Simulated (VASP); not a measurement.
A run of VASP 6.6.1 is set up as follows.

Contents of INCAR:

```
  PREC = Accurate
  ENCUT = 520
  EDIFF = 1E-7
  ISMEAR = -1
  SIGMA = 0.05
  LREAL = F
  LASPH = T
  NELM = 100
  ALGO = Normal
  ISIF = 2
  LWAVE = F
  LCHARG = T
  GGA = PE
  LELF = T
  LVHAR = T
  NBANDS = 11
```

Contents of KPOINTS:

```
Automatic mesh
0
Gamma
  10 10 10
```

Contents of POSCAR:

```
MgO
1.0
    0.0000000000      2.3061600000      2.3061600000
    2.3061600000      0.0000000000      2.3061600000
    2.3061600000      2.3061600000      0.0000000000
Mg O
1 1
Direct
    0.5000000000      0.5000000000      0.5000000000
    0.7500000000      0.7500000000      0.7500000000
```

Potentials or basis: VASP PAW PBE potentials, release 64 (Mg, O).

Launch:

```bash
$ cat potpaw_PBE.64/Mg/POTCAR potpaw_PBE.64/O/POTCAR > POTCAR
$ mpirun -np 1 vasp_std > vasp.out
```

Question: Predict the band gap on the k mesh.

Answer: 3.46 eV, direct.

Question: What does it give for the pressure?

Answer: -0.4 GPa.

As with any semilocal functional, this PBE gap is likely too small.
